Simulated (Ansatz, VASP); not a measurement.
# Os: VASP beside Ansatz

```
CELL_PARAMETERS angstrom
0.00000 1.91106 1.91106
1.91106 0.00000 1.91106
1.91106 1.91106 0.00000
ATOMIC_POSITIONS crystal
Os 0.00000 0.00000 0.00000
```

This isn't the form of Os at room conditions, which is hcp.

Alike in both runs: functional PBEsol; k mesh 10 × 10 × 10; no spin polarisation.

Ansatz relaxed the structure, and its values are those at the end. VASP's run is a single point on that final structure, the one shown.

|  | VASP | Ansatz |
| --- | --- | --- |
| version | VASP 6.6.1 | Ansatz 0.2.0 |
| potentials or method | VASP PAW PBE potentials, release 64 (Os) | plane waves, PAW |
| plane-wave cutoff (eV) | 520 | 571 |
| occupations | methfessel-paxton of order 1, width 0.15 eV | cold, width 0.15 eV |
| valence electrons in the cell | 8 | 16 |

|  | VASP | Ansatz | Ansatz less VASP |
| --- | --- | --- | --- |
| pressure (GPa) | 0.6 | 0.0 | -0.56 |

The two sets of potentials don't hold the same shells in valence.

Caveats: the PAW data sets were made with another functional, which shifts forces and pressure a little (VASP). Spin-orbit coupling is left out, which matters for the levels of Os.
